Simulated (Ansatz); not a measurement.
# BN, space group P1: Wannier functions of the valence bands

Computed with Ansatz's Python interface.

Typed at the interpreter:
```pycon
>>> from pathlib import Path
>>> import ansatz as az
>>> import tomllib
>>> MIXING_BETA = 0.3
>>> FUNCTIONAL = 'lda'
>>> MESH = (8, 8, 6)
>>> MAX_SCF = 200
>>> EXTRA_BANDS = 8
>>> OCCUPATIONS = 'fixed'
>>> xtal = (
...     az.Lattice.of([2.508041, 0.0, 0.0], [-1.246711, 2.176231, 0.0], [-0.630665, -1.088116, 3.02254])
...     .atom('B', [0.979643, 0.983499, 0.001806])
...     .atom('N', [0.668506, 0.332385, 0.984999])
... )
>>> setup = (
...     xtal.calculation()
...     .initial_density(normalization='atom')
...     .mixing('broyden', beta=MIXING_BETA)
...     .functional(FUNCTIONAL)
...     .kpoints(*MESH, center='monkhorst-pack')
...     .basis(47 * az.Ry)
...     .scf(max_iterations=MAX_SCF, extra_bands=EXTRA_BANDS)
...     .occupations(OCCUPATIONS)
...     .wannier(mesh=(6, 6, 4), projections=[az.TrialShell('N', 'p')], minimise=True)
... )
>>> res = setup.run(threads=1, pin='off', runs_dir='w90')
>>> spreads = tomllib.loads(Path(res.output_folder, 'results', 'wannier.spreads.toml').read_text())
>>> print('converged:', spreads['converged'], 'in', spreads['n_iter'], 'steps; least projectability', round(spreads['least_projectability'], 3))
converged: True in 15 steps; least projectability 0.673
>>> print('invariant, diagonal, off-diagonal spread (A^2):', *(round(spreads[k], 4) for k in ('omega_i_ang2', 'omega_d_ang2', 'omega_od_ang2')))
invariant, diagonal, off-diagonal spread (A^2): 3.2011 0.0368 0.0779
>>> for function in spreads['wannier']:
...     print('centre', [round(v, 3) for v in function['r']], 'spread', round(function['spread'], 4))
...
centre [0.752, -0.326, 2.992] spread 0.9808
centre [0.482, -0.426, 2.992] spread 1.0186
centre [0.655, -0.324, 2.982] spread 1.3164
```

These settings explore the input space; cutoff and mesh may be short of convergence. The structure comes from a database of computed cells and needn't be a stable or known phase. Finished in 6.5 s on 1 thread of Intel(R) Xeon(R) Platinum 8488C (Sapphire Rapids) (shared host), peak memory 0.41 GiB.
